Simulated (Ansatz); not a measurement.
# Au: the cost of one run

Program: Ansatz 0.2.0. Level of theory: DFT PBE, scalar-relativistic, plane waves, PAW. These are calculated values, not measurements.

This is Au in the hcp structure; at room conditions it is fcc.

1 further run of the same task is left out (it didn't finish).

## 1. Starting point

The structure is hexagonal, space group P6_3/mmc (No. 194). Conventional cell: a = 2.900 Å, b = 2.900 Å, c = 4.880 Å, α = 90.00°, β = 90.00°, γ = 120.00°. Au (site symmetry -6m2) has 12 Au at 2.90 to 2.96 Å as nearest neighbours.

As a file:

```
Au
1.0
     2.90000    0.00000    0.00000
    -1.45000    2.51147    0.00000
     0.00000    0.00000    4.88000
Au
2
Cartesian
  0.0000 1.6743 3.6600
  1.4500 0.8372 1.2200
```

No relaxation comes first: the listed cell is the starting point.

## 2. The reference: the undisturbed cell on the scan's mesh

The input, input.yaml:

```yaml
crystal:
  lattice:
    - [2.8999984104, 0.0, 0.0]
    - [-1.4499992052, 2.5114722944, 0.0]
    - [0.0, 0.0, 4.88]
  atoms:
    - { symbol: Au, position: [0.3333333333, 0.6666666667, 0.75] }
    - { symbol: Au, position: [0.6666666667, 0.3333333333, 0.25] }
basis:
  ecutwfc: 420
kpoints:
  mp_grid: { grid: [18, 18, 10] }
hamiltonian:
  xc: pbe
scf:
  occupations: { method: gaussian, width: 0.15 }
output:
  forces: true
  stress: true
  eigenvalues: true
```

Command:

```console
$ ansatz run input.yaml --threads 1 --pin off --max-ram 2560MiB --backend cpu --events-out ev --progress --plain --runs-dir out
```

What time and memory should one allow on 1 thread of AMD EPYC 9R45 (Zen 5), shared host?

About 2.2 s, with a peak of 0.45 GiB.
